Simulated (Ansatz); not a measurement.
Runs of Ansatz 0.2.0 on HfSiO4 (Hafnon). It takes space group I4_1/amd (No. 141, tetragonal). The conventional cell has a = 6.572 Å, b = 6.572 Å, c = 5.963 Å, α = 90.00°, β = 90.00°, γ = 90.00°. Hf (site symmetry -4m2) is surrounded by 8 O at 2.11 to 2.26 Å. Si (site symmetry -4m2) has 4 O at 1.62 Å as nearest neighbours. Around O (site symmetry m) lie 1 Si at 1.62 Å. 

| task | level | cell | cutoff (eV) | points for each segment of the path | gap on the mesh (eV) | pressure (GPa) | largest force (eV/Å) |
| --- | --- | --- | --- | --- | --- | --- | --- |
| band structure | BLYP | as given | 420 | 10 | 5.48 | 12.0 | 0.16 |
| band structure | revPBE | as given | 420 | 10 | 5.52 | 11.1 | (c) |
| relaxation of the atoms | PBE | atoms relaxed from: strained by -1 % | 420 | - | 5.53 | 9.8 | - |
| band structure | r2SCAN | as given | 500 | 10 | 6.03 | 1.1 | 0.06 |
| band structure | RPBE | as given | 420 | 10 | (b) | 12.3 | 0.37 |
| band structure | PBEsol | as given | 420 | 10 | 5.36 | (a) | 0.44 |

Alike in all rows: potentials or basis Ansatz PAW; no spin polarisation; k mesh 5 × 5 × 5; smearing fermi-dirac 0.05 eV.

Task: Fill in the values left out.

Result: (a) 1.3; (b) 5.54; (c) 0.36.

Caveats: spin-orbit coupling is left out, which moves the levels of the heavy elements; the PAW data sets come from PBE, with cores solved anew for the run's functional, which leaves a small shift of forces and pressure (some runs); odd divisions of the mesh miss points on the zone boundary, where band edges often lie, so the gap on the mesh can be too wide (some runs); the thresholds are loose for stress (some runs).

A k mesh can miss the band edges, and the runs leave out spin-orbit coupling on Hf.
